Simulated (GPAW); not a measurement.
AlN: relaxation of cell and atoms with PBEsol+D4

Crystal: AlN.

```
Al N
1.0
     3.11300    0.00000    0.00000
    -1.55650    2.69594    0.00000
     0.00000    0.00000    4.98100
Al N
2 2
Direct
  0.66667 0.33333 0.50000
  0.33333 0.66667 0.00000
  0.66667 0.33333 0.88000
  0.33333 0.66667 0.38000
```

```
Program             : GPAW 26.7.0
Task                : relaxation of cell and atoms
Functional          : PBEsol
Dispersion          : D4
Potentials or basis : PAW data sets generated in the run's folder for this functional
Cutoff              : 800 eV
Basis               : pw
k mesh              : 7 × 7 × 4
Occupations         : fermi-dirac, width 0.05 eV
Spin                : no spin polarisation
Maxiter             : 150
Optimizer           : FIRE
Fmax                : 0.02 eV/Å
Max steps           : 40
```

The relaxed volume is 10.38 Å³/atom, the relaxed cell is a = 3.106 Å, b = 3.106 Å, c = 4.971 Å, α = 90.00°, β = 90.00°, γ = 120.00° and the space group after relaxing (to 0.05 Å) is P6_3mc (No. 186). The energy gained by relaxing is 0.4 meV/atom and the ionic steps are 11. The pressure after relaxing is -0.2 GPa and the largest force after relaxing is 0.016 eV/Å. The band gap on the k mesh is 4.19 eV, direct and the dispersion energy per atom is -0.175 eV.

Forces on the atoms (eV/Å):
```
Al   0.000  0.000 -0.016
Al   0.000  0.000 -0.016
N    0.000  0.000  0.016
N    0.000  0.000  0.016
```

The path:
```
step  energy change (eV)  largest force (eV/Å)  pressure (GPa)  volume (Å³)
   1              0.0000                0.1342           -1.50        41.80
   2             -0.0008                0.0953           -1.37        41.77
   3             -0.0017                0.0305           -1.09        41.71
   4             -0.0017                0.0379           -0.69        41.63
   5             -0.0017                0.0350           -0.67        41.62
   6             -0.0018                0.0295           -0.63        41.62
   7             -0.0018                0.0218           -0.58        41.61
   8             -0.0018                0.0124           -0.52        41.59
   9             -0.0018                0.0022           -0.44        41.58
  10             -0.0017                0.0079           -0.34        41.56
  11             -0.0017                0.0159           -0.24        41.54
```

Final structure:
```
Al N
1.0
     3.10615    0.00000    0.00000
    -1.55307    2.69000    0.00000
     0.00000    0.00000    4.97145
Al N
2 2
Cartesian
  1.5531 0.8967 2.4813
  0.0000 1.7933 -0.0044
  1.5531 0.8967 4.3793
  0.0000 1.7933 1.8936
```

Levels at points of the mesh, in eV from the valence-band top:
```
           k point  band 5  band 6  band 7  band 8  band 9  band 10  band 11  band 12
(0.00, 0.00, 0.00)   -0.88   -0.22   -0.22    0.00    4.19     6.61    10.56    11.06
(0.00, 0.00, 0.50)   -0.56   -0.56   -0.56   -0.56    6.44     6.44    10.26    10.26
```

Wall time 5.5 min on 1 thread of Arm Neoverse V1, on a shared host, peak memory 0.35 GiB.

Caveat: later steps reuse the first step's grids. Expect the measured gap to be larger: semilocal functionals such as PBEsol lack the derivative discontinuity.
